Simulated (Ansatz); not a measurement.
# AlN (P6_3mc) in Ansatz: settings compared

Aim: see how the results for AlN move with the level of theory and the settings. Levels: LDA, PBEsol, BLYP. Tasks: phonons, elastic constants, band structure.

Program: Ansatz 0.2.0. These are calculated values, not measurements. Logs are shortened: lines on timing, memory, paths and dates and some standing lists are left out, and cuts for length are marked.

**Experimental background.**

From “Structural and optical properties of self-assembled AlN nanowires grown on SiO2/Si substrates by molecular beam epitaxy”, 2024, arxiv:2402.00216, for a bulk crystal of AlN at 0 K: band gap 6.0343 eV (an exciton energy, a little under the gap).

“Self-assembly of well-separated AlN nanowires directly on sputtered metallic TiN films”, 2019, arxiv:1910.07391 quotes, for a bulk crystal of AlN at 10 K: band gap 6.034 eV (an exciton energy, a little under the gap).

How close the calculation comes is told below.

**1. Starting point**

The structure is hexagonal, space group P6_3mc (No. 186). Conventional cell: a = 3.113 Å, b = 3.113 Å, c = 4.981 Å, α = 90.00°, β = 90.00°, γ = 120.00°. Al (site symmetry 3m) is surrounded by 4 N at 1.89 Å. N (site symmetry 3m) has 4 Al at 1.89 Å as nearest neighbours.

**2. Phonons, LDA**

Input file input.yaml:

```yaml
crystal:
  lattice:
    - [3.113, 0.0, 0.0]
    - [-1.5565, 2.695937082, 0.0]
    - [0.0, 0.0, 4.981]
  atoms:
    - { symbol: Al, position: [0.6666666667, 0.3333333333, 0.5] }
    - { symbol: Al, position: [0.3333333333, 0.6666666667, 0.0] }
    - { symbol: "N", position: [0.6666666667, 0.3333333333, 0.88] }
    - { symbol: "N", position: [0.3333333333, 0.6666666667, 0.38] }
hamiltonian:
  xc: lda
  pseudopotentials: { kind: paw }
kpoints:
  mp_grid: { grid: [7, 7, 5] }
scf:
  occupations: { method: fixed }
phonons:
  method: dfpt
  dielectric: true
  rigid_motions: translations
```

Potentials or basis: Ansatz PAW.

Launch:

```
$ ansatz run input.yaml --threads 2 --pin off --max-ram 5632MiB --backend cpu --events-out ev --progress --plain --runs-dir out
```

What it wrote:

```text
Warning: RAYON_NUM_THREADS=2 ignored (pool sized by the plan → 2); use --threads N
Engine: ansatz 0.2.0, x86_64-unknown-linux-gnu
Pseudopotentials: kind: paw
Pseudopotential: Al, paw, valence charge 3, recommended cutoff 420 eV (normal), Al.paw.azcp
Pseudopotential: N, paw, valence charge 5, recommended cutoff 420 eV (normal), N.paw.azcp
Functional definition: SPW92
  exchange = slater_x
  correlation = pw_c
Crystal: 4 atoms, lattice volume = 41.803 Å³
Basis set: ecut = 420 eV, 809 PW (Γ), exchange–correlation on 48×48×72 points (8 copies of the dense FFT grid, shifted against one another)
Bands: 12, of which v1, the nominal top of the filled ones, is band 8 counted from 1 (7 counted from 0)
Symmetry: 12 space group operations
k-points: 72 of 245 (irreducible under 2 space group operations, time reversal used)
Non-local potential: Al, projectors of the file, l = 0: 2, l = 1: 2, l = 2: 1
Non-local potential: N, projectors of the file, l = 0: 2, l = 1: 2, l = 2: 1
PAW form: soft (Blöchl's): semilocal exchange-correlation on the pseudo side does not see the compensation charge
PAW frozen core: Al, regenerated for the run's functional, and the local potential with it (the file was generated under x = pbe(κ = 0.804, μ = 0.2195149727645171), c = pbe(β = 0.06672455060314922))
PAW frozen core: N, regenerated for the run's functional, and the local potential with it (the file was generated under x = pbe(κ = 0.804, μ = 0.2195149727645171), c = pbe(β = 0.06672455060314922))
PAW one-centre angular grid: Al, 110 points (default); XC on 64 Gauss nodes
PAW one-centre angular grid: N, 110 points (default); XC on 64 Gauss nodes
Initial density: superposition of atomic densities (neutral atoms: chi_scale 0, normalization atom), corrected by the library's trained network
Initial wavefunctions: pseudopotential atomic-orbital guess
Functional: x = slater, c = lda
SCF iter   1: F=—  HF=-1779.711248 eV  |F-HF|=—  |Δ(HF+E_count)|=         —  Δρ=9.30e-3  dr2=4.16e-2  ethr=1.77e-3  ⟨swp⟩=5.1  Hψ=4846  notcnv=0  defer=136
preconditioner: auto → none  [insulator: Δε(μ)=4.162 eV  Ē_g=12.895 eV  n_scr=2 (ndim 8)  ℏωp=23.0 eV  f_vac=0.000  ε∞_Penn≈4.2]
SCF iter   2: F=—  HF=-1779.700570 eV  |F-HF|=—  |Δ(HF+E_count)|=   1.07e-2  Δρ=5.08e-3  dr2=6.18e-3  ethr=2.60e-4  ⟨swp⟩=2.6  Hψ=2036  notcnv=0  defer=144
SCF iter   3: F=—  HF=-1779.698572 eV  |F-HF|=—  |Δ(HF+E_count)|=   2.00e-3  Δρ=1.48e-3  dr2=3.90e-4  ethr=3.86e-5  ⟨swp⟩=2.0  Hψ=1456  notcnv=0  defer=144
SCF iter   4: F=—  HF=-1779.698386 eV  |F-HF|=—  |Δ(HF+E_count)|=   1.86e-4  Δρ=1.16e-4  dr2=2.27e-6  ethr=2.44e-6  ⟨swp⟩=2.6  Hψ=1494  notcnv=0  defer=144
SCF iter   5: F=—  HF=-1779.698386 eV  |F-HF|=—  |Δ(HF+E_count)|=   2.71e-7  Δρ=6.63e-6  dr2=6.96e-9  ethr=1.42e-8  ⟨swp⟩=2.1  Hψ=1440  notcnv=0  defer=4
SCF iter   6: F=—  HF=-1779.698386 eV  |F-HF|=—  |Δ(HF+E_count)|=   3.94e-8  Δρ=5.41e-7  dr2=5.45e-11  ethr=1.00e-12  ⟨swp⟩=4.9  Hψ=5364  notcnv=0
SCF iter   7: F=-1779.698386 eV  HF=-1779.698386 eV  |F-HF|=2.05e-12  |Δ(HF+E_count)|=  5.23e-12  Δρ=8.70e-8  dr2=2.27e-12  ethr=1.00e-12  ⟨swp⟩=4.0  Hψ=3597  notcnv=0
SCF 1 converged in 7 iterations: F = -1779.698386 eV  dr2 = 2.27e-12
NSCF: frozen V_eff on 7 k-points
DFPT response loops at Γ: preconditioner auto → none (the input reference at scf.mixing.eps_inf says where Resta's filter doesn't serve); β = 0.50; Broyden in place of MSR1
── the response to a field inside a basis, on 8×8×6 k-points: an SCF that follows is theirs, and a resumed run solves both again ──
Bands: 9, of which v1, the nominal top of the filled ones, is band 8 counted from 1 (7 counted from 0)
k-points: 60 of 384 (irreducible under 4 space group operations, time reversal used)
Initial density: handed on by an earlier stage of this run
Initial wavefunctions: pseudopotential atomic-orbital guess (no wavefunctions were taken with the density)
Eigensolver: Dense (60 Hₖ)
SCF iter   1: F=—  HF=-1779.703956 eV  |F-HF|=—  |Δ(HF+E_count)|=         —  Δρ=5.47e-4  dr2=1.83e-5  ethr=1.00e-1
preconditioner: auto → none  [insulator: Δε(μ)=4.706 eV  Ē_g=11.053 eV  n_scr=2 (ndim 8)  ℏωp=23.0 eV  f_vac=0.000  ε∞_Penn≈5.3]
SCF iter   2: F=—  HF=-1779.703955 eV  |F-HF|=—  |Δ(HF+E_count)|=   3.26e-7  Δρ=2.57e-4  dr2=5.10e-6  ethr=1.14e-7
SCF iter   3: F=—  HF=-1779.703957 eV  |F-HF|=—  |Δ(HF+E_count)|=   1.17e-6  Δρ=9.67e-5  dr2=2.12e-6  ethr=3.19e-8
SCF iter   4: F=-1779.703956 eV  HF=-1779.703956 eV  |F-HF|=8.92e-10  |Δ(HF+E_count)|=   5.63e-7  Δρ=8.30e-6  dr2=7.88e-9  ethr=1.32e-8
SCF 1 converged in 4 iterations: F = -1779.703956 eV  dr2 = 7.88e-9
DFPT response loops at Γ: mixed as the last ones told, above
SCF converged after 7 iterations
Free energy (F): -1779.698386 eV
Harris-Foulkes:  -1779.698386 eV  (|F-HF|=2.05e-12)
Internal energy: -1779.698386 eV  (E = F + TS)
[... 26 lines left out ...]
  ASR residual per site (eV/Å²): 1.18e-5 1.18e-5 2.08e-5 2.08e-5
  Γ frequencies (cm⁻¹): 0.00 0.00 0.00 238.19 238.19 548.41 616.29 634.70 634.70 648.03 648.03 719.75
  ε∞ (high-frequency dielectric tensor):
        4.446877    -0.000000     0.000000
       -0.000000     4.446877     0.000000
        0.000000     0.000000     4.642620
  ε⁰ (static dielectric tensor: ions relaxed, cell fixed):
        8.340497    -0.000000    -0.000000
       -0.000000     8.340497     0.000000
       -0.000000     0.000000     9.480242
  ε⁰ − ε∞ (ionic part):
        3.893620    -0.000000    -0.000000
       -0.000000     3.893620     0.000000
       -0.000000     0.000000     4.837622
  softest optical mode at Γ: 238.19 cm⁻¹; the repairs (sum rule, projections) moved no ω² at Γ by more than (1.25 cm⁻¹)²
  Born effective charges Z* (e; rows j = field, columns β = displacement):
    site 0:
         2.53062   -0.00000    0.00000
        -0.00000    2.53062   -0.00000
         0.00000    0.00000    2.68260
    site 1:
         2.53062   -0.00000    0.00000
        -0.00000    2.53062    0.00000
         0.00000    0.00000    2.68260
    site 2:
        -2.53062    0.00000   -0.00000
         0.00000   -2.53062    0.00000
        -0.00000    0.00000   -2.68260
    site 3:
        -2.53062    0.00000   -0.00000
         0.00000   -2.53062   -0.00000
        -0.00000   -0.00000   -2.68260
  Z* charge neutrality: 1.624e-3 e pre-enforcement
  solved inside a basis spanned on kpoints, on 8×8×6 k-points, its susceptibility summed on 12×12×6: ε∞ is read to err by 1.6e-2, Z* by 1.3e-2 e (field_mesh: kpoints solves on kpoints); Z* is corrected for what the basis lacks
  optical modes at Γ without the LO–TO term, one row a degenerate level:
      ω (cm⁻¹)  modes    IR ((D/Å)²/amu)
        238.19      2             0.0000
        548.41      1             0.0000
        616.29      1            36.0126
        634.70      2             0.0000
        648.03      2            64.0952
        719.75      1             0.0000
  optical modes at Γ + LO–TO along q̂ = [1.0000, 0.0000, 0.0000]:
      ω (cm⁻¹)  modes    IR ((D/Å)²/amu)
        238.19      2             0.0000
        548.41      1             0.0000
        616.29      1            36.0126
        634.70      2             0.0000
        648.03      1            32.0476
        719.75      1             0.0000
        887.50      1            32.0476
  optical modes at Γ + LO–TO along q̂ = [0.0000, 1.0000, 0.0000]:
      ω (cm⁻¹)  modes    IR ((D/Å)²/amu)
        238.19      2             0.0000
        548.41      1             0.0000
        616.29      1            36.0126
        634.70      2             0.0000
        648.03      1            32.0476
        719.75      1             0.0000
        887.50      1            32.0476
  optical modes at Γ + LO–TO along q̂ = [0.0000, 0.0000, 1.0000]:
      ω (cm⁻¹)  modes    IR ((D/Å)²/amu)
        238.19      2             0.0000
        548.41      1             0.0000
        634.70      2             0.0000
        648.03      2            64.0952
        719.75      1             0.0000
        880.68      1            36.0126
```

second_order_force_constants.tsv:

```text
# format = ansatz-second-order-force-constants/2
# a1_ang = 3.113000000010994e0 0e0 0e0
# a2_ang = -1.556500000005497e0 2.6959370819904787e0 0e0
[... 49 lines left out ...]
1	1	0	0	0	1	1.4883349959532254e1	-5.507945936208885e-16	6.176281907062606e-23	-5.507945936208885e-16	1.4883349959532246e1	-4.8748510766458425e-22	6.176281907062607e-23	-4.8748510766458425e-22	2.135968066921427e1
[... 8 lines left out ...]
3	2	0	0	0	2	-6.861860131710596e-1	2.539398369994165e-17	-3.2811497631270096e-23	2.5393983699941764e-17	-6.861860131710593e-1	2.3519502083591085e-22	1.075334796318936e-23	-2.0431361130059784e-22	-6.902694711420011e0
3	3	0	0	0	3	1.4925372425837718e1	-5.523497372756831e-16	3.1984317018717074e-23	-5.52349737275683e-16	1.4925372425837717e1	3.143286327701505e-23	3.198431701871707e-23	3.1432863277015075e-23	1.9781199577899383e1
```

It took 83 s on 2 threads of Intel Xeon at 2.50GHz (Skylake/Cascade Lake), shared host; peak memory 0.49 GiB.

Results:

```yaml
Free_energy: -1779.6984 eV
Band_gap_on_the_k_mesh: 4.24 eV, direct
Electronic_dielectric_tensor_diagonal: 4.45, 4.45, 4.64
Born_charges_mean_of_the_diagonal: Al +2.58; N -2.58 e
Highest_phonon_frequency_at_Γ_LO-TO_splitting_left_out: 720 cm⁻¹
Static_dielectric_tensor_diagonal: 8.34, 8.34, 9.48
```

Phonon frequencies in cm⁻¹ (negative: imaginary):
| q point | frequencies |
| --- | --- |
| (0.000, 0.000, 0.000) | 0 0 0 238 238 548 616 635 635 648 648 720 |

Electronic dielectric tensor:
```
4.45 0.00 0.00
0.00 4.45 0.00
0.00 0.00 4.64
```

Born effective charge tensors (e):
atom 1, Al
```
2.53 0.00 0.00
0.00 2.53 0.00
0.00 0.00 2.68
```
atom 2, Al
```
2.53 0.00 0.00
0.00 2.53 0.00
0.00 0.00 2.68
```
atom 3, N
```
-2.53  0.00  0.00
 0.00 -2.53  0.00
 0.00  0.00 -2.68
```
atom 4, N
```
-2.53  0.00  0.00
 0.00 -2.53  0.00
 0.00  0.00 -2.68
```

Static dielectric tensor, electrons and zone-centre modes:
```
8.34 0.00 0.00
0.00 8.34 0.00
0.00 0.00 9.48
```

Caveat: odd divisions of the mesh miss points on the zone boundary, where band edges often lie, so the gap on the mesh can be too wide; the PAW data sets come from PBE, with cores solved anew for the run's functional, which leaves a small shift of forces and pressure.

[end of part 1 of 2]
